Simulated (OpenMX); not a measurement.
In2O3:

```
In O
1.0
     2.74350    1.58396    4.83667
    -2.74350    1.58396    4.83667
     0.00000   -3.16792    4.83667
In O
4 6
Direct
  0.85731 0.85731 0.85731
  0.64269 0.64269 0.64269
  0.14269 0.14269 0.14269
  0.35731 0.35731 0.35731
  0.04800 0.75000 0.45200
  0.75000 0.45200 0.04800
  0.45200 0.04800 0.75000
  0.95200 0.25000 0.54800
  0.25000 0.54800 0.95200
  0.54800 0.95200 0.25000
```

| Property | Result |
| --- | --- |
| Program | OpenMX 3.8.5 |
| Task | single point |
| Functional | PBE |
| Potentials or basis | OpenMX 2013 PBE set, In7.0-s3p2d2, O6.0-s2p2d1, grid cutoff 500 Ry |
| k mesh | 7 × 7 × 7 |
| Occupations | fermi-dirac, width 0.05 eV |
| Spin | no spin polarisation |

On this cell: pressure 12.3 GPa; largest force 0.180 eV/Å; band gap on the k mesh 1.38 eV, indirect (least direct gap 1.45 eV).

The same run follows on a disturbed copy (atoms moved at random, drawn with an rms of 0.05 Å):

```
CELL_PARAMETERS angstrom
2.74350 1.58396 4.83667
-2.74350 1.58396 4.83667
0.00000 -3.16792 4.83667
ATOMIC_POSITIONS crystal
In 0.86104 0.85610 0.85958
In 0.63813 0.64702 0.64203
In 0.13997 0.14840 0.14359
In 0.34360 0.35655 0.36350
O 0.05010 0.75006 0.45152
O 0.75614 0.45690 0.04444
O 0.43330 0.05504 0.75838
O 0.95188 0.24361 0.55790
O 0.26100 0.54771 0.94897
O 0.55303 0.95069 0.25560
```

Problem. What does the disturbed cell give?

Solution. The energy moves by +18.8 meV/atom; pressure 13.1 GPa; largest force 1.420 eV/Å; band gap on the k mesh 1.37 eV, indirect (least direct gap 1.43 eV).

Forces in eV/Å, atoms in the order of the input:
```
In  -0.136 -0.324 -0.286
In   0.535 -0.043  0.585
In   0.266 -0.387 -0.276
In   0.587  0.764  1.044
O   -0.435 -0.202  0.150
O   -0.610 -0.403 -0.342
O    0.876  0.438  0.120
O   -0.316  0.472 -0.152
O   -0.339 -0.812 -0.408
O   -0.428  0.496 -0.428
```

Caveats: spin-orbit coupling is left out, which moves the levels of the heavy elements; an odd mesh through Γ misses points on the zone boundary, where band edges often lie; the basis of atomic orbitals isn't converged, which shifts pressures, moduli and gaps.
